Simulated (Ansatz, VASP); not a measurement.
# CsH6: VASP beside Ansatz

```xyz
7
Lattice="5.5730 0.0000 0.0000 -2.7865 4.8264 0.0000 0.0000 0.0000 6.1029" Properties=species:S:1:pos:R:3 pbc="T T T"
Cs    0.0000    0.0000    3.0514
H     1.3931    2.4129    0.3816
H    -1.3934    2.4135    0.3816
H     2.7869    0.0000    0.3816
H    -1.3931    2.4129    5.7213
H     2.7861    0.0000    5.7213
H     1.3934    2.4135    5.7213
```

Change from the starting cell: species swapped into the MoCl6 type (P-31m, No. 162).

Alike in both runs: functional PBE; k mesh 6 × 6 × 4; occupations gaussian, width 0.1 eV; no spin polarisation.

Ansatz relaxed the structure, and its values are those at the end. VASP's run is a single point on that final structure, the one shown.

```csv
,VASP,Ansatz
version,VASP 6.6.1,Ansatz 0.2.0
potentials or method,"VASP PAW PBE potentials, release 64 (Cs_sv, H)","scalar-relativistic, plane waves, PAW"
plane-wave cutoff (eV),520,420
valence electrons in the cell,15,15
```

```tsv
	VASP	Ansatz	Ansatz less VASP
gap on the k mesh at the Fermi level (eV)	none	none	-
pressure (GPa)	0.0	0.1	+0.09
rms of the force components (eV/Å)	0.009	0.013	+0.0045
```

A gap of «none» marks a metal or a gap that the smearing closes. The functional is the same, so the differences come from potentials, cutoffs and numerics.

The runs have no spin-orbit coupling, so splittings on Cs are missing.
